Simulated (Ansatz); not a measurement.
**ZnF2: experiment and calculation**

**The experiment to reproduce.**

“High-pressure phase transitions of zinc difluoride up to 55 GPa”, 2019, arxiv:1912.01850 quotes, for a bulk crystal of ZnF2: lattice constant a 4.704 Å; lattice constant c 3.134 Å.

How close the calculation comes is told below.

These are results of DFT PBE, scalar-relativistic, plane waves, PAW in Ansatz 0.2.0, not measurements.

Settings: cutoff 420 eV, Γ-centred mesh 6×6×8 on the computed 6-atom cell, Gaussian smearing of 0.02 eV; no spin polarisation.

Relaxed structure, symmetry kept:

```
Zn F
1.0
     4.80003    0.00000    0.00000
     0.00000    4.80003    0.00000
     0.00000    0.00000    3.17549
Zn F
2 4
Direct
  0.00000 0.00000 0.00000
  0.50000 0.50000 0.50000
  0.30438 0.30438 0.00000
  0.19562 0.80438 0.50000
  0.69562 0.69562 0.00000
  0.80438 0.19562 0.50000
```

```json
{"Space group": "P4_2/mnm (No. 136)", "Volume per atom": "12.19 Å³", "Formation energy from the elements' standard states (uncorrected)": "-2.293 eV/atom", "Kohn–Sham band gap": "3.52 eV, indirect from R to Γ", "Löwdin character of the top 1 eV of the valence band": "F 2p 67 %, Zn 3d 32 %", "Löwdin character of the lowest 1 eV of the conduction band": "Zn 4s 76 %, F 2s 15 %, F 2p 8 %", "Electron masses at the edge by Cartesian direction of the standard setting (m_e; degenerate bands sorted by energy; no spin-orbit coupling)": "x: 0.45; y: 0.45; z: 0.41", "Hole masses at the edge by Cartesian direction of the standard setting (m_e; degenerate bands sorted by energy; no spin-orbit coupling)": "x: 1.8, 1.8; y: 1.1, 1.1; z: 3.6, 3.6", "Bulk modulus": "89 GPa", "Its pressure derivative": "6.3", "Electronic dielectric constant xx, yy, zz of the standard setting (independent particles)": "2.6, 2.6, 2.7", "Bader charges (e)": "Zn (2 in the cell) 1.48, F (4 in the cell) -0.74"}
```

Measured lattice constant a of ZnF2: 4.704 Å (quoted in the paper above). This calculation gives 4.800 Å (+2.0 %). A measured lattice constant c of ZnF2 is 3.134 Å (quoted in the paper above); the calculated 3.175 Å misses it by +1.3 %. The calculation is for 0 K without zero-point motion.